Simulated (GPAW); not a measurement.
The system is MgB2.

```
Mg B
1.0
     3.08500    0.00000    0.00000
    -1.54250    2.67169    0.00000
     0.00000    0.00000    3.52300
Mg B
1 2
Cartesian
  0.0000 0.0000 0.0000
  1.5425 0.8906 1.7615
  0.0000 1.7811 1.7615
```

| Item | Value |
| --- | --- |
| Program | GPAW 26.7.0 |
| Task | relaxation of cell and atoms |
| Functional | PBE |
| Dispersion | D4 |
| Potentials or basis | GPAW PAW data sets (gpaw-data 1.2.1) |
| Cutoff | 800 eV |
| Basis | pw |
| k mesh | 10 × 10 × 8 |
| Occupations | fermi-dirac, width 0.05 eV |
| Spin | no spin polarisation |

At the start: pressure -5.1 GPa; volume 9.68 Å³/atom.

How do energy, volume and symmetry change on relaxing?

Over 5 steps the energy falls by 5.7 meV/atom and the volume is 9.35 Å³/atom (-3.4 %); space group P6/mmm (No. 191, to 0.05 Å).

Step by step:
```csv
step,energy change (eV),largest force (eV/Å),pressure (GPa),volume (Å³)
1,0.0000,0.0000,-5.12,29.04
2,-0.0037,0.0000,-4.50,28.91
3,-0.0155,0.0000,0.26,28.00
4,-0.0157,0.0000,0.13,28.01
5,-0.0172,0.0000,-0.33,28.04
```

Final structure:
```
Mg B
1.0
     3.06058    0.00000    0.00000
    -1.53029    2.65054    0.00000
     0.00000    0.00000    3.45610
Mg B
1 2
Direct
  0.00000 0.00000 0.00000
  0.66667 0.33333 0.50000
  0.33333 0.66667 0.50000
```

Caveat: later steps reuse the first step's grids; pairwise dispersion overbinds metals, which lowers pressure and volume.
